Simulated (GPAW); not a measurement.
TiC:

```
CELL_PARAMETERS angstrom
3.04209 0.00000 0.00000
-1.52104 2.63452 0.00000
0.00000 0.00000 2.69797
ATOMIC_POSITIONS crystal
Ti 0.00000 0.00000 0.50000
C 0.33333 0.66667 0.00000
```

The cell was built by a generator and needn't be a form met in nature.

```yaml
Program: GPAW 26.7.0
Task: relaxation of cell and atoms
Functional: RPBE
Potentials_or_basis: the program's PAW data sets (release 1.2.1) made for this functional
Cutoff: 800 eV
Basis: pw
k_mesh: 10 × 10 × 10
Occupations: fermi-dirac, width 0.05 eV
Spin: no spin polarisation
```

At the start: pressure 4.7 GPa; volume 10.81 Å³/atom.

Question: Where does the relaxation end?

Answer: Over 6 steps the energy falls by 4.2 meV/atom and the volume is 11.06 Å³/atom (+2.3 %); space group P-6m2 (No. 187, to 0.05 Å).

The path:
```csv
step,energy change (eV),largest force (eV/Å),pressure (GPa),volume (Å³)
1,0.0000,0.0000,4.71,21.62
2,-0.0041,0.0000,3.18,21.77
3,-0.0083,0.0000,0.07,22.09
4,-0.0084,0.0000,-0.01,22.10
5,-0.0085,0.0000,-0.16,22.12
6,-0.0085,0.0000,-0.08,22.12
```

Final structure:
```cif
data_structure
_symmetry_space_group_name_H-M 'P 1'
_symmetry_Int_Tables_number 1
_cell_length_a 3.0695
_cell_length_b 3.0695
_cell_length_c 2.7107
_cell_angle_alpha 90.000
_cell_angle_beta 90.000
_cell_angle_gamma 120.000
_cell_volume 22.12
loop_
_atom_site_label
_atom_site_type_symbol
_atom_site_fract_x
_atom_site_fract_y
_atom_site_fract_z
_atom_site_occupancy
Ti1 Ti 0.00000 0.00000 0.50000 1
C1 C 0.33333 0.66667 0.00000 1
```

Caveat: later steps reuse the first step's grids.
